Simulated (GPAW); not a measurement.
Wanted: an ASE script for a GPAW 26.7.0 run.

```
Task                : single point
Functional          : PBE
Potentials or basis : GPAW PAW data sets (gpaw-data 1.2.1)
Cutoff              : 600 eV
Basis               : pw
k mesh              : 9 × 9 × 5
Occupations         : gaussian, width 0.018 eV
Spin                : no spin polarisation
Maxiter             : 150
```

The structure of PtS2 lies in PtS2.xyz:

```xyz
3
Lattice="3.5432000000 0.0000000000 0.0000000000 -1.7716000000 3.0685012107 0.0000000000 0.0000000000 0.0000000000 5.0388000000" Properties=species:S:1:pos:R:3 pbc="T T T"
Pt     0.0000000000      0.0000000000      0.0000000000
S      1.7716000002      1.0228337368      3.8949924000
S     -0.0000000002      2.0456674739      1.1438076000
```

The input as run:

run.py

```python
from ase.dft.bandgap import bandgap
from ase.io import read, write
from ase.units import GPa
from gpaw import GPAW, PW

atoms = read('PtS2.xyz')

calc = GPAW(mode=PW(600),
            xc='PBE',
            kpts={'size': (9, 9, 5), 'gamma': True},
            occupations={'name': 'methfessel-paxton', 'order': 0, 'width': 0.018000000000000002},
            nbands=26,
            convergence={'density': 1e-05, 'energy': 1e-05},
            maxiter=150,
            txt='gpaw.txt')
atoms.calc = calc
energy = atoms.get_potential_energy()
forces = atoms.get_forces()
stress = atoms.get_stress()
calc.write('gs.gpw')
write('result.traj', atoms)
print(f'Energy: {energy:.6f} eV')
print('Forces (eV/A):')
print(forces.round(4))
print('Stress (GPa):', (stress / GPa).round(3))
print('Fermi level:', round(calc.get_fermi_level(), 4), 'eV')
print(f'Gap: {bandgap(calc)[0]:.4f} eV, direct: {bandgap(calc, direct=True)[0]:.4f} eV')
```

Potentials or basis: GPAW PAW data sets (gpaw-data 1.2.1), pw.

Command:

```bash
$ OMP_NUM_THREADS=1 python run.py
```

It gave:

| Item | Value |
| --- | --- |
| Pressure | 11.7 GPa |
| Largest force | 1.292 eV/Å |
| Band gap on the k mesh | 0.99 eV, indirect (least direct gap 1.04 eV) |

Caveat: spin-orbit coupling is left out, which moves the levels of the heavy elements; an odd mesh through Γ misses points on the zone boundary, where band edges often lie; forces of over 1 eV/Å show positions far from the minimum, so gaps and moduli don't describe the material at rest.

Run time: 52 s on 1 thread of Arm Neoverse V1 (shared host), peak memory 0.2 GiB.
